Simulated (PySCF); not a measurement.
## Spin-Hamiltonian simulation

Molecule: `FC(F)F`, CHF₃.

Molfile (atoms numbered from 1):
```
CHF3
     RDKit          3D

  5  4  0  0  0  0  0  0  0  0999 V2000
    0.8161    0.9545   -0.3577 F   0  0  0  0  0  0  0  0  0  0  0  0
    0.0158   -0.0262    0.0427 C   0  0  0  0  0  0  0  0  0  0  0  0
    0.4264   -1.1617   -0.5095 F   0  0  0  0  0  0  0  0  0  0  0  0
   -1.2158    0.2312   -0.3804 F   0  0  0  0  0  0  0  0  0  0  0  0
    0.0324   -0.1082    1.1427 H   0  0  0  0  0  0  0  0  0  0  0  0
  1  2  1  0
  2  3  1  0
  2  4  1  0
  2  5  1  0
M  END
```

Method: shieldings: GIAO PBE0/pcSseg-1, J: B3LYP/pcJ-1, PBE0-D3(BJ)/def2-SVP geometry, in PySCF 2.14.0 with density-fitted response routines (a single conformation, no relativistic terms, gas phase, one averaged value for each set of equivalent atoms).

Chemical shifts δ = σref − σ; $^{1}$H against TMS, all at this level.

Shifts (ppm): F1/F3/F4 -86.5, H5 6.17.
Couplings (Hz): F1–F3, F1–F4, F3–F4: 62.9; F1–H5, F3–H5, F4–H5: 88.4.

The 4-spin Hamiltonian (Zeeman plus full scalar coupling among like nuclei) was diagonalised exactly; lines are Lorentzian, 1.0 Hz wide, and the maxima above 3 % are listed with the tallest set to 100.

(1) Give the $^{1}$H peak list of this spin system at 100 MHz.

(2) And at 600 MHz?

## Answers

(1) 
δ in ppm (height): 7.496 (33), 6.612 (100), 5.728 (100), 4.844 (33)

(2) 
δ in ppm (height): 6.391 (33), 6.244 (100), 6.096 (100), 5.949 (33)
